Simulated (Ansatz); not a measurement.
ZnTe (zinc blende)

```
ZnTe
1.0
    0.00000     3.08955     3.08955
    3.08955     0.00000     3.08955
    3.08955     3.08955     0.00000
Te Zn
1 1
Direct
  0.75000   0.75000   0.75000
  0.00000   0.00000   0.00000
```

In this cell atom 2 (Zn, nearest neighbour Te at 2.676 Å; its periodic images, 4.4 Å or more away, move with it) is moved by s along Cartesian [110], unit vector (0.707, 0.707, 0.000); all other atoms and the cell stay fixed.

Method: PBE (plane waves to 420 eV, PAW, scalar-relativistic; Ansatz, a quantum-chemistry and plane-wave program). k mesh 8×8×8 (Γ-centred), Fermi-Dirac smearing 0.05 eV. Energies are smeared free energies. Spin-orbit coupling is left out, though Te is heavy. ZnTe was relaxed with its symmetry unable to fall. The zero of ΔE is the undisplaced structure.

```
s (Å)   ΔE (meV/cell)
------  -------------
-0.270          170.8
-0.216       withheld
-0.162           59.9
-0.108           26.4
-0.054            6.6
0.000             0.0
0.054             6.6
0.108            26.4
0.162            59.9
0.216        withheld
0.270           170.8
```

Task: Fit an even polynomial form (powers 2, 4) to the given rows and predict ΔE at s = 0.216.

Result: Least squares on the 9 given rows: ΔE = (2249)·s² + (1294)·s⁴, in meV/cell with s in Å; root-mean-square residual 0.02 meV/cell. At 0.216 the fit gives 107.7 meV/cell; the calculation gives 107.7 meV/cell, the same to the digits shown. The quadratic term alone would give 104.9 meV/cell.

(For displaced atoms, the force is minus the slope of the energy, and its curvature is a force constant, which sets phonon frequencies.)
